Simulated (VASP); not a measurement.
# GaN (F-43m) in VASP: notebook, part 2 of 2

VASP 6.6.1.

**3. Relaxation of cell and atoms, PBE**

This run uses another cell than the first one, of 11.76 Å³/atom, 1.028 times its volume.

Input file INCAR:

```
SYSTEM = GaN
  ALGO = Normal
  EDIFF = 1E-7
  EDIFFG = -0.005
  ENCUT = 600
  GGA = PE
  IBRION = 2
  ISIF = 3
  ISMEAR = 0
  LASPH = .TRUE.
  LCHARG = .FALSE.
  LREAL = .FALSE.
  LWAVE = .FALSE.
  NELM = 80
  NSW = 90
  PREC = Accurate
  SIGMA = 0.03
```

Input file KPOINTS:

```
k-points
0
G
  10 10 10
  0 0 0
```

Input file POSCAR:

```
GaN                                     
1.0
   -0.0000000000      2.2741012840      2.2741012840
    2.2741012840      0.0000000000      2.2741012840
    2.2741012840      2.2741012840      0.0000000000
  Ga              N             
     1     1
Direct
     0.0000000000000000    0.0000000000000000    0.0000000000000000
     0.7500000000000000    0.7500000000000000    0.7500000000000000
```

Potentials or basis: VASP PAW PBE potentials, release 64 (Ga_d, N).

On the command line:

```sh
$ cat potpaw_PBE.64/Ga_d/POTCAR potpaw_PBE.64/N/POTCAR > POTCAR
$ mpirun -np 1 vasp_std > vasp.out
```

OUTCAR:

```text
SYSTEM = GaN
   EDIFF = 1E-7
   EDIFFG = -0.005
   ENCUT = 600
   GGA = PE
   IBRION = 2
   ISIF = 3
   ISMEAR = 0
   LASPH = .TRUE.
   LREAL = .FALSE.
   NELM = 80
   NSW = 90
   PREC = Accurate

 ion  position               nearest neighbor table
   1  0.000  0.000  0.000-   2 1.97   2 1.97   2 1.97   2 1.97
   2  0.750  0.750  0.750-   1 1.97   1 1.97   1 1.97   1 1.97

  LATTYP: Found a face centered cubic cell.
 ALAT       =     4.5482025680

  Lattice vectors:

 A1 = (   0.0000000000,   2.2741012840,   2.2741012840)
 A2 = (   2.2741012840,   0.0000000000,   2.2741012840)
 A3 = (   2.2741012840,   2.2741012840,   0.0000000000)

Analysis of symmetry for initial positions (statically):
=====================================================================
 Subroutine PRICEL returns:
 Original cell was already a primitive cell.

 Routine SETGRP: Setting up the symmetry group for a
 face centered cubic supercell.

 Subroutine GETGRP returns: Found 24 space group operations
 (whereof 24 operations were pure point group operations)
 out of a pool of 48 trial point group operations.

The static configuration has the point symmetry T_d .

Analysis of symmetry for dynamics (positions and initial velocities):
=====================================================================
 Subroutine PRICEL returns:
 Original cell was already a primitive cell.

 Routine SETGRP: Setting up the symmetry group for a
 face centered cubic supercell.

 Subroutine GETGRP returns: Found 24 space group operations
 (whereof 24 operations were pure point group operations)
 out of a pool of 48 trial point group operations.

The dynamic configuration has the point symmetry T_d .

 Subroutine INISYM returns: Found 24 space group operations
 (whereof 24 operations are pure point group operations),
 and found     1 'primitive' translations

----------------------------------------------------------------------------------------

                                     Primitive cell

  volume of cell :      23.5212
[... 116 lines left out ...]
   AEXX    =    0.0000 exact exchange contribution
   IVDW    =     0    specifies the selected vdW correction
   LEPSILON=     F    determine dielectric tensor
   LRPA    =     F    only Hartree local field effects (RPA)
 conjugate gradient relaxation of ions
 non-spin polarized calculation
 Gauss-broadening in eV      SIGMA  =   0.03
  energy-cutoff  :      600.00
  volume of cell :       23.52
 maximum number of plane-waves:       801
 NGX is ok and might be reduce to    28
   NGX = 13   NGY = 13   NGZ = 13

 number of electron      18.0000002 magnetization

 Free energy of the ion-electron system (eV)
  ---------------------------------------------------
  ext. energy  EPLUGINS =         0.00000000
  ---------------------------------------------------
  free energy    TOTEN  =       -12.15505643 eV

  energy without entropy =      -12.15505643  energy(sigma->0) =      -12.15505643

 E-fermi :   5.1649     XC(G=0): -11.5217

 val. band max:        4.9886656549   @ k =   0.0000   0.0000   0.0000
 cond. band min:       6.5370087286   @ k =   0.0000   0.0000   0.0000
 fundamental gap:      1.5483430737
 Fermi energy:         5.1649359485

 k-point     1 :       0.0000    0.0000    0.0000
  band No.  band energies     occupation
      1     -10.7162      2.00000
      2      -8.4342      2.00000
      3      -8.4342      2.00000
      4      -8.4342      2.00000
      5      -8.1412      2.00000
      6      -8.1412      2.00000
      7       4.9887      2.00000
      8       4.9887      2.00000
      9       4.9887      2.00000
     10       6.5370      0.00000
     11      15.1196      0.00000
     12      15.1196      0.00000
     13      15.1196      0.00000
[... 354 lines left out ...]
  band No.  band energies     occupation
      1      -9.8381      2.00000
      2      -8.3103      2.00000
      3      -8.2276      2.00000
      4      -8.2275      2.00000
      5      -8.0852      2.00000
      6      -7.1845      2.00000
      7       0.0288      2.00000
      8       2.5999      2.00000
      9       2.9142      2.00000
     10       9.4037      0.00000
     11      11.9352      0.00000
     12      15.6608      0.00000
     13      17.6058      0.00000

 [... further k-points ...]
[... 5 lines left out ...]
  --------------------------------------------------------------------------------------
  -------------------------------------------------------------------------------------
  Total       -0.0043656     -0.0043656     -0.0043656      0.0000000      0.0000000      0.0000000
  in kB       -0.2973668     -0.2973668     -0.2973668      0.0000000      0.0000000      0.0000000
  external PRESSURE =      -0.2973668 kB  Pullay stress =       0.0000000 kB

 VOLUME and BASIS-vectors are now :
 -----------------------------------------------------------------------------
  energy-cutoff  :      600.00
  volume of cell :       23.52
      direct lattice vectors                 reciprocal lattice vectors
     0.000000000  2.274101284  2.274101284    -0.219867076  0.219867076  0.219867076
     2.274101284  0.000000000  2.274101284     0.219867076 -0.219867076  0.219867076
     2.274101284  2.274101284  0.000000000     0.219867076  0.219867076 -0.219867076

 POSITION                                       TOTAL-FORCE (eV/Angst)
 -----------------------------------------------------------------------------------
      0.00000      0.00000      0.00000         0.000000      0.000000     -0.000000
      3.41115      3.41115      3.41115        -0.000000     -0.000000      0.000000
 -----------------------------------------------------------------------------------
    total drift:                               -0.000000     -0.000000     -0.000001

  FREE ENERGIE OF THE ION-ELECTRON SYSTEM (eV)
  ---------------------------------------------------
  free  energy   TOTEN  =       -12.1550564267 eV

  energy  without entropy=      -12.1550564267  energy(sigma->0) =      -12.15505643

 reached required accuracy - stopping structural energy minimisation
```

CONTCAR:

```text
GaN
   1.00000000000000
     0.0000000000000000    2.2741012839999999    2.2741012839999999
     2.2741012839999999    0.0000000000000000    2.2741012839999999
     2.2741012839999999    2.2741012839999999    0.0000000000000000
  Ga              N
     1     1
Direct
     0.0000000000000000    0.0000000000000000    0.0000000000000000
     0.7500000000000000    0.7500000000000000    0.7500000000000000

  0.00000000E+00  0.00000000E+00  0.00000000E+00
  0.00000000E+00  0.00000000E+00  0.00000000E+00
```

It took 23 s on 1 thread of Intel Xeon Platinum 8488C (Sapphire Rapids), shared host; peak memory 0.16 GiB.

Results:

```
Free energy             : -12.1551 eV
Pressure after relaxing : 0.0 GPa
Band gap on the k mesh  : 1.55 eV, direct
```

Final structure:
```cif
data_structure
_symmetry_space_group_name_H-M 'P 1'
_symmetry_Int_Tables_number 1
_cell_length_a 3.2161
_cell_length_b 3.2161
_cell_length_c 3.2161
_cell_angle_alpha 60.000
_cell_angle_beta 60.000
_cell_angle_gamma 60.000
_cell_volume 23.52
loop_
_atom_site_label
_atom_site_type_symbol
_atom_site_fract_x
_atom_site_fract_y
_atom_site_fract_z
_atom_site_occupancy
Ga1 Ga 0.00000 0.00000 0.00000 1
N1 N 0.75000 0.75000 0.75000 1
```

Levels at points of the mesh, in eV from the valence-band top:
| k point | band 7 | band 8 | band 9 | band 10 | band 11 | band 12 |
| --- | --- | --- | --- | --- | --- | --- |
| (0.00, 0.00, 0.00) | 0.00 | 0.00 | 0.00 | 1.55 | 10.13 | 10.13 |
| (0.50, 0.00, 0.00) | -6.86 | -0.93 | -0.93 | 4.45 | 8.59 | 10.22 |
| (0.50, 0.50, 0.00) | -6.01 | -2.61 | -2.61 | 3.34 | 6.50 | 11.52 |

Caveat: the relaxation stopped at its first step, so nothing moved. Expect the measured gap to be larger: semilocal functionals such as PBE lack the derivative discontinuity.
